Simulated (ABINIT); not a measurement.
# BAs (F-43m) in ABINIT: further runs, part 2 of 2

ABINIT 10.8.3 (patched build). Earlier steps stand in the parts before.

### Step 3. Single point, PBE, spin-orbit coupling, no magnetisation

run.abi reads:

```
# Pseudopotentials
pp_dirpath "./"
pseudos "As.GGA_PBE-ansatz.xml, B.GGA_PBE-ansatz.xml"

# Structure
acell 3*1.0 Angstrom
rprim
     0.0000000000     2.3885000000     2.3885000000
     2.3885000000     0.0000000000     2.3885000000
     2.3885000000     2.3885000000     0.0000000000
ntypat 2
znucl 33 5
natom 2
typat 1 2
xred
     0.7500000000     0.7500000000     0.7500000000
     0.0000000000     0.0000000000     0.0000000000

# Plane-wave basis
ecut 12.0
pawecutdg 24.0
pawovlp 30

# k points
kptopt 4
ngkpt 8 8 8
nshiftk 1
shiftk 0.0 0.0 0.0

# Exchange and correlation
ixc 11

# Bands and occupations
nband 26
occopt 3
tsmear 0.00183747

# Spin
nspinor 2
nspden 1
pawspnorb 1

# SCF cycle
nstep 100
tolvrs 1.0e-9

# Output
iomode 3
prtwf 0
prtden 0
prteig 0
prtebands 0
enunit 2
```

Potentials or basis: Ansatz PAW PBE default generated set, frozen core.

Started as:

```sh
$ abinit run.abi > log 2>&1
```

Run time: 52 s. Hardware: 1 thread of Intel Xeon at 2.70GHz, shared host; peak memory 0.21 GiB.

It converged, with:

```
Free energy            : -3176.2623 eV
Band gap on the k mesh : 1.13 eV, indirect (least direct gap 3.08 eV)
```

Levels at points of the mesh, in eV from the valence-band top:
```csv
k point,band 15,band 16,band 17,band 18,band 19,band 20,band 21,band 22
"(0.00, 0.00, 0.00)",0.00,0.00,0.00,0.00,3.08,3.08,3.29,3.29
"(0.50, 0.00, 0.00)",-1.96,-1.96,-1.82,-1.82,2.62,2.62,4.69,4.69
"(0.50, 0.50, 0.00)",-4.21,-4.21,-4.08,-4.08,1.37,1.37,1.38,1.38
```

Caveat: the cutoff is too short for stress, so the log's stress isn't used; the atomic spheres overlap. A k mesh can miss the band edges.

### Step 4. Relaxation of cell and atoms, LDA

run.abi reads:

```
# Pseudopotentials
pp_dirpath "./"
pseudos "As.upf, B.upf"

# Structure
acell 3.3778490937 3.3778490937 3.3778490937 Angstrom
rprim
     0.0000000000     0.7071067812     0.7071067812
     0.7071067812     0.0000000000     0.7071067812
     0.7071067812     0.7071067812     0.0000000000
ntypat 2
znucl 33 5
natom 2
typat 1 2
chkprim 0
chksymtnons 0
tolsym 1.0e-6
xred
            3/4            3/4            3/4
            0.0            0.0            0.0

# Plane-wave basis
ecut 40.0
ecutsm 0.5

# k points
kptopt 1
ngkpt 8 8 8
nshiftk 1
shiftk 0.0 0.0 0.0

# Exchange and correlation
ixc 7

# Bands and occupations
nband 13
occopt 3
tsmear 0.05 eV

# SCF cycle
nstep 80
tolvrs 1.0e-12

# Output
iomode 3
prteig 0
prtebands 0
prtwf 0
prtden 0

# Relaxation
ionmov 2
optcell 2
ntime 50
tolmxf 2.0e-5
dilatmx 1.08
```

Potentials or basis: PseudoDojo NC SR LDA v0.4.1 standard.

Started as:

```sh
$ abinit run.abi > log 2>&1
```

run.abo:

```text
.Version 10.8.3 of ABINIT
 Symmetries : space group F-4 3 m (#216); Bravais cF (face-center cubic)
================================================================================
 Values of the parameters that define the memory need of the present run
     intxc =       0    ionmov =       2      iscf =       7    lmnmax =       6
     lnmax =       6     mgfft =      40  mpssoang =       3    mqgrid =    3001
     natom =       2  nloc_mem =       1    nspden =       1   nspinor =       1
    nsppol =       1      nsym =      24    n1xccc =    2501    ntypat =       2
    occopt =       3   xclevel =       1
       mpw =        2826          nfft =       64000          nkpt =          29
================================================================================
================================================================================

--------------------------------------------------------------------------------
------------- Echo of variables that govern the present computation ------------
--------------------------------------------------------------------------------
 -outvars: echo values of preprocessed input variables --------
            acell      6.3832096817E+00  6.3832096817E+00  6.3832096817E+00 Bohr
              amu      7.49215900E+01  1.08110000E+01
          chkprim           0
      chksymtnons           0
          dilatmx      1.08000000E+00
             ecut      4.00000000E+01 Hartree
           ecutsm      5.00000000E-01 Hartree
           ionmov           2
              ixc           7
         kptrlatt        8    0    0      0    8    0      0    0    8
          kptrlen      5.10656775E+01
            natom           2
[... 513 lines left out ...]
hartree             :  3.01733431440275E+01
xc                  : -2.46423815582366E+01
Ewald energy        : -6.40233216020224E+01
psp_core            :  3.14594968153210E+00
local_psp           : -8.09240978119841E+01
non_local_psp       : -5.08650143128177E+01
internal            : -1.08935269830229E+02
'-kT*entropy'       : -9.19236864932123E-09
total_energy        : -1.08935269839421E+02
total_energy_eV     : -2.96427970341065E+03
band_energy         : -1.07141471229705E+01
...

 Cartesian components of stress tensor (hartree/bohr^3)
  sigma(1 1)=  1.08045148E-07  sigma(3 2)=  0.00000000E+00
  sigma(2 2)=  1.08045148E-07  sigma(3 1)=  0.00000000E+00
  sigma(3 3)=  1.08045148E-07  sigma(2 1)=  0.00000000E+00

-Cartesian components of stress tensor (GPa)         [Pressure= -3.1788E-03 GPa]
- sigma(1 1)=  3.17879799E-03  sigma(3 2)=  0.00000000E+00
- sigma(2 2)=  3.17879799E-03  sigma(3 1)=  0.00000000E+00
- sigma(3 3)=  3.17879799E-03  sigma(2 1)=  0.00000000E+00

== END DATASET(S) ==============================================================
================================================================================

 -outvars: echo values of variables after computation  --------
            acell      6.3231635379E+00  6.3231635379E+00  6.3231635379E+00 Bohr
           etotal     -1.0893526984E+02
            fcart     -0.0000000000E+00 -0.0000000000E+00 -0.0000000000E+00
                      -0.0000000000E+00 -0.0000000000E+00 -0.0000000000E+00
            rprim      0.0000000000E+00  7.0710678119E-01  7.0710678119E-01
                       7.0710678119E-01  0.0000000000E+00  7.0710678119E-01
                       7.0710678119E-01  7.0710678119E-01  0.0000000000E+00
           strten      1.0804514772E-07  1.0804514773E-07  1.0804514773E-07
                       0.0000000000E+00  0.0000000000E+00  0.0000000000E+00
           xangst      3.5490474690E+00  3.5490474690E+00  3.5490474690E+00
                      -1.8565988301E-31 -1.8762222070E-30  3.2100760435E-30
             xred      7.5000000000E-01  7.5000000000E-01  7.5000000000E-01
                       3.2111018507E-31  1.0356240111E-30 -1.1140929037E-30
 Calculation completed.
```

Wall time 90 s (1 thread of Arm Neoverse V2, shared host); peak memory 0.08 GiB.

What came out:

```
Free energy                            : -2964.2797 eV
Relaxed volume                         : 13.25 Å³/atom
Relaxed cell                           : a = 3.346 Å, b = 3.346 Å, c = 3.346 Å, α = 60.00°, β = 60.00°, γ = 60.00°
Space group after relaxing (to 0.05 Å) : F-43m (No. 216)
Energy gained by relaxing              : 4.8 meV/atom
Ionic steps                            : 4
Pressure after relaxing                : 0.0 GPa
Band gap on the k mesh                 : 1.13 eV, indirect (least direct gap 3.30 eV)
```

The path:
```
step  energy change (eV)  largest force (eV/Å)  pressure (GPa)  volume (Å³)
   1              0.0000                0.0000           -3.93        27.25
   2             -0.0063                0.0000           -2.30        26.93
   3             -0.0095                0.0000            0.05        26.48
   4             -0.0095                0.0000            0.00        26.49
```

Final structure:
```cif
data_structure
_symmetry_space_group_name_H-M 'P 1'
_symmetry_Int_Tables_number 1
_cell_length_a 3.3461
_cell_length_b 3.3461
_cell_length_c 3.3461
_cell_angle_alpha 60.000
_cell_angle_beta 60.000
_cell_angle_gamma 60.000
_cell_volume 26.49
loop_
_atom_site_label
_atom_site_type_symbol
_atom_site_fract_x
_atom_site_fract_y
_atom_site_fract_z
_atom_site_occupancy
As1 As 0.75000 0.75000 0.75000 1
B1 B 0.00000 0.00000 0.00000 1
```

### Step 5. Single point, LDA (cell relaxed)

run.abi reads:

```
# Pseudopotentials
pp_dirpath "./"
pseudos "As.upf, B.upf"

# Structure
acell 3.3460740484 3.3460740484 3.3460740484 Angstrom
rprim
     0.0000000000     0.7071067812     0.7071067812
     0.7071067812     0.0000000000     0.7071067812
     0.7071067812     0.7071067812     0.0000000000
ntypat 2
znucl 33 5
natom 2
typat 1 2
xred
     0.7500000000     0.7500000000     0.7500000000
     0.0000000000     0.0000000000     0.0000000000
chkprim 0
chksymtnons 0
tolsym 1.0e-6

# Plane-wave basis
ecut 40.0

# k points
kptopt 1
ngkpt 8 8 8
nshiftk 1
shiftk 0.0 0.0 0.0

# Exchange and correlation
ixc 7

# Bands and occupations
nband 13
occopt 3
tsmear 0.05 eV

# SCF cycle
nstep 100
tolvrs 1.0e-10

# Output
iomode 3
prtwf 0
prteig 0
prtebands 0
prtden 1
prtvha 1
prtvclmb 1
prtpot 1
prtelf 1
```

Started as:

```sh
$ abinit run.abi > log 2>&1
```

It took 22 s on 1 thread of Arm Neoverse V2, shared host; peak memory 0.07 GiB.

Results (log left out):

```yaml
Free_energy: -2964.2801 eV
Pressure: -0.3 GPa
Band_gap_on_the_k_mesh: 1.13 eV, indirect (least direct gap 3.30 eV)
Valence_electrons_inside_the_program's_atomic_spheres: As 12.50; B 2.58
```

Levels at points of the mesh, in eV from the valence-band top:
```csv
k point,band 6,band 7,band 8,band 9,band 10,band 11,band 12,band 13
"(0.00, 0.00, 0.00)",-15.65,0.00,0.00,0.00,3.30,3.30,3.30,5.01
"(0.50, 0.00, 0.00)",-12.70,-8.95,-1.86,-1.86,2.85,4.81,4.81,8.81
"(0.50, 0.50, 0.00)",-11.39,-8.57,-4.19,-4.19,1.33,1.41,11.53,11.53
```

### Step 6. Overview

```tsv
task	level	potentials or basis	spin	cell	cutoff (eV)	fine-grid cutoff	cell freedom (optcell)	optimiser (ionmov)	cutoff smearing ecutsm (Ha)	force stop (Ha/bohr)	gap on the mesh (eV)	pressure (GPa)
single point	PBE	SG15 NC PBE v1.2	off	cell relaxed	1143	-	-	-	-	-	1.22	0.0
single point	PBE	Ansatz PAW PBE default generated set, frozen core	SOC, no magnetisation	as given	327	653.073 eV	-	-	-	-	1.13	-
relaxation of cell and atoms	LDA	PseudoDojo NC SR LDA v0.4.1 standard	off	relaxed	1088	-	2	2	0.5	2e-05	1.13	0.0
single point	LDA	PseudoDojo NC SR LDA v0.4.1 standard	off	cell relaxed	1088	-	-	-	-	-	1.13	-0.3
```

Alike in all rows: k mesh 8 × 8 × 8; smearing fermi-dirac 0.05 eV.

Caveats: the atomic spheres overlap (some runs).

Total energies depend on the potentials used, so only differences within one code and one set of settings carry meaning.
